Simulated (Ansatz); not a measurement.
The system is Al2Cu (Khatyrkite).

```
CELL_PARAMETERS angstrom
-3.03350 3.03350 2.43850
3.03350 -3.03350 2.43850
3.03350 3.03350 -2.43850
ATOMIC_POSITIONS crystal
Cu 0.25000 0.25000 0.00000
Cu 0.75000 0.75000 0.00000
Al 0.34190 0.15810 0.50000
Al 0.84190 0.34190 0.18380
Al 0.65810 0.84190 0.50000
Al 0.15810 0.65810 0.81620
```

| Property | Result |
| --- | --- |
| Program | Ansatz 0.2.0 |
| Task | relaxation of cell and atoms |
| Functional | PBEsol |
| Potentials or basis | Ansatz PAW |
| Cutoff | 420 eV (not typed: the program's choice for these potentials) |
| k mesh | 7 × 7 × 7 |
| Occupations | fermi-dirac, width 0.05 eV |
| Spin | no spin polarisation |

At the start: volume 14.96 Å³/atom.

Problem. How do energy, volume and symmetry change on relaxing?

Solution. It ends after 5 steps and the volume is 14.46 Å³/atom (-3.3 %); space group I4/mcm (No. 140, to 0.05 Å).

The path:
```
step  energy change (eV)  largest force (eV/Å)  volume (Å³)
   1              0.0000                0.0688        89.76
   2             -0.0331                0.0674        87.29
   3             -0.0353                0.0034        86.73
   4             -0.0354                0.0017        86.77
   5             -0.0344                0.0016        86.77
```

Final structure:
```
Cu Al
1.0
    -2.99707    2.99707    2.41500
     2.99707   -2.99707    2.41500
     2.99707    2.99707   -2.41500
Cu Al
2 4
Direct
  0.25000 0.25000 0.00000
  0.75000 0.75000 0.00000
  0.34109 0.15891 0.50000
  0.84109 0.34109 0.18218
  0.65891 0.84109 0.50000
  0.15891 0.65891 0.81782
```

Caveat: the plane-wave basis is chosen anew once the cell has moved, so the energies of steps on either side of that aren't comparable; the PAW data sets come from PBE, with cores solved anew for the run's functional, which leaves a small shift of forces and pressure.
